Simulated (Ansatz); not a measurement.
A run of Ansatz 0.2.0:

input.yaml

```yaml
crystal:
  lattice:
    - [0.0, 3.205, 3.205]
    - [3.205, 0.0, 3.205]
    - [3.205, 3.205, 0.0]
  atoms:
    - { symbol: Te, position: [0.75, 0.75, 0.75] }
    - { symbol: Cd, position: [0.0, 0.0, 0.0] }
hamiltonian:
  xc: pbe
  pseudopotentials: { kind: paw }
kpoints:
  mp_grid: { grid: [7, 7, 7] }
scf:
  occupations: { method: gaussian, width: 0.017 }
output:
  forces: true
  stress: true
  eigenvalues: true
  write_density: true
  write_potential: true
  elf: true
  volumetric_format: npy
```

Potentials or basis: Ansatz PAW.

Launch:

```sh
$ ansatz run input.yaml --threads 2 --pin off --max-ram 5632MiB --backend cpu --events-out ev --progress --plain --runs-dir out
```

Hardware: 2 threads of Intel(R) Xeon(R) Processor @ 2.70GHz, with other jobs on the host.

Question: How long does it take, and how much memory?

Answer: It took 2.4 s on 2 threads of Intel(R) Xeon(R) Processor @ 2.70GHz, on a shared host, peak memory 0.38 GiB. Counts: scf iterations 6, plane waves 1243, k points 20, bands 22.
